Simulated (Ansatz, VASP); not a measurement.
## Two plane-wave programs on BN (Qingsongite)

Contents of INCAR:

```
PREC = Accurate
ENCUT = 520
EDIFF = 1E-7
ISMEAR = 0
SIGMA = 0.01
LREAL = False
LASPH = True
NELM = 80
ALGO = Normal
ISIF = 2
LWAVE = False
LCHARG = False
GGA = PE
NBANDS = 11
```

Contents of KPOINTS:

```
Automatic mesh
0
Gamma
  12 12 12
```

Contents of POSCAR:

```
BN
1.0
    0.0000000000      1.8048245576      1.8048245576
    1.8048245576      0.0000000000      1.8048245576
    1.8048245576      1.8048245576      0.0000000000
B N
1 1
Direct
    0.0000000000      0.0000000000      0.0000000000
    0.2500000000      0.2500000000      0.2500000000
```

Input for Ansatz:

```yaml
crystal:
  lattice:
    - [0.0, 1.8048245576, 1.8048245576]
    - [1.8048245576, 0.0, 1.8048245576]
    - [1.8048245576, 1.8048245576, 0.0]
  atoms:
    - { symbol: B, position: [0.0, 0.0, 0.0] }
    - { symbol: "N", position: [0.25, 0.25, 0.25] }
kpoints:
  mp_grid: { grid: [12, 12, 12] }
  band_path:
    path:
      - [0.0, 0.0, 0.0]
      - [-0.5, -0.5, 0.0]
      - [-0.375, -0.375, 0.25]
      - [-0.375, 0.0, 0.375]
      - [0.0, 0.0, 0.5]
      - [-0.5, -0.25, 0.25]
      - [0.0, 0.5, 0.5]
    npoints: 1
hamiltonian:
  xc: pbe
scf:
  occupations: { method: fixed }
  n_extra_bands: 4
output:
  forces: true
  stress: true
  eigenvalues: true
```

Alike in both runs: task single point; functional PBE; k mesh 12 × 12 × 12; no spin polarisation.

|  | VASP | Ansatz |
| --- | --- | --- |
| version | VASP 6.6.1 | Ansatz 0.2.0 |
| potentials or method | VASP PAW PBE potentials, release 64 (B, N) | plane waves, PAW |
| plane-wave cutoff (eV) | 520 | 420 |
| occupations | gaussian, width 0.01 eV | fixed |
| valence electrons in the cell | 8 | 8 |

Ansatz gave:

| Quantity | Value |
| --- | --- |
| gap on the k mesh at the Fermi level (eV) | 4.48 |
| pressure (GPa) | 4.7 |

Task: Estimate VASP's values.

Result: gap on the k mesh at the Fermi level (eV): 4.46; pressure (GPa): 5.0.

A k mesh can miss the band edges. A hybrid or GW would open this gap; PBE tends to underestimate it.
